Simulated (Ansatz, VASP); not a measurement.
**LiCl: VASP beside Ansatz**

```
Li Cl
1.0
    -4.02065   -0.00014    0.36843
     2.01126   -3.49935   -0.18477
    -1.74369   -0.00008   16.37956
Li Cl
4 4
Direct
  0.53364 0.83435 0.05923
  0.69400 0.83220 0.57283
  0.46604 0.16557 0.44070
  0.30647 0.16789 0.92705
  0.81649 0.83202 0.41915
  0.65701 0.83431 0.90535
  0.18289 0.16792 0.08114
  0.34346 0.16575 0.59454
```

Change from the starting cell: cell x2, atoms moved at random (sigma 0.05 Å) and cell strained at random (1.5 %), then relaxed without symmetry.

Alike in both runs: functional PBE; k mesh 4 × 4 × 1; occupations gaussian, width 0.1 eV; no spin polarisation.

Ansatz relaxed the structure, and its values are those at the end. VASP's run is a single point on that final structure, the one shown.

|  | VASP | Ansatz |
| --- | --- | --- |
| version | VASP 6.6.1 | Ansatz 0.2.0 |
| potentials or method | VASP PAW PBE potentials, release 64 (Li_sv, Cl) | scalar-relativistic, plane waves, PAW |
| plane-wave cutoff (eV) | 520 | 420 |
| valence electrons in the cell | 40 | 40 |

Ansatz gave:

```
gap on the k mesh at the Fermi level (eV) : 5.81
least direct gap on the mesh (eV)         : 5.87
rms of the force components (eV/Å)        : 0.004
```

Estimate VASP's values.

gap on the k mesh at the Fermi level (eV): 5.81; least direct gap on the mesh (eV): 5.87; rms of the force components (eV/Å): 0.003.

Caveats: the k mesh is coarse (spacing up to 0.46 Å⁻¹), so the values aren't converged; an odd mesh through Γ misses points on the zone boundary, where band edges often lie.
